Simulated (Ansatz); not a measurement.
## How far is PAW off for BaTe?

```
Ba Te
1.0
     5.97941    0.00000    0.00000
    -2.98970    5.17832    0.00000
     0.00000    0.00000    7.00004
Ba Te
2 2
Direct
  0.33333 0.66667 0.93809
  0.66667 0.33333 0.43809
  0.33333 0.66667 0.43791
  0.66667 0.33333 0.93791
```

Atoms are numbered in the order listed.

The cell was built from the wurtzite type and relaxed in the same program, and has space group P6_3/mmc; it needn't be a known or the stable phase. The relaxation left the symmetry of that type.

No spin–orbit coupling, which matters for the heavy atoms here.

Methods: DFT, PBE, PAW with Ansatz's default frozen-core files, scalar-relativistic (Ansatz 0.2.0); DFT, PBE, all-electron PAW with datasets made for the crystal, scalar-relativistic (Ansatz 0.2.0); DFT, PBE, all-electron LAPW, scalar-relativistic (Ansatz 0.2.0).

For PAW: a Γ-centred 8×8×5 k mesh, Fermi–Dirac smearing of 0.08 eV, cutoff 420 eV, no spin polarisation. The crystal-made all-electron datasets (AE datasets) take a cutoff of 220 eV at this cell. LAPW targets a basis error of 1 meV/atom. The Ansatz runs share mesh, smearing and spin set-up. Plane-wave (PAW) pressures include the program's estimate of the Pulay term.

Stress and pressure are positive in compression.

Spin–orbit coupling is left out, which moves gradients at and beside heavy atoms by some per cent and at worst by a factor of two.

Levels count from the top of the valence band.

```csv
quantity,PAW,AE datasets,LAPW
pressure (GPa),-0.04,-0.03,-0.03
band gap (eV),1.962,1.962,1.962
highest filled level at M (eV),-0.364,-0.364,-0.364
lowest empty level at M (eV),2.386,2.385,2.385
highest filled level at A (eV),-1.026,-1.026,-1.026
lowest empty level at A (eV),3.178,3.177,3.177
highest filled level at K (eV),-0.254,-0.254,-0.254
lowest empty level at K (eV),1.962,1.962,1.962
field gradient Vzz at Ba1 (10²¹ V/m²),-4.00,-4.00,–
field gradient Vzz at Te3 (10²¹ V/m²),-0.52,-0.55,–
```

PAW's pressure differs from the LAPW value by about 0.01 GPa or less. Datasets made for the crystal and LAPW share parts of one code, so their agreement isn't an independent check.
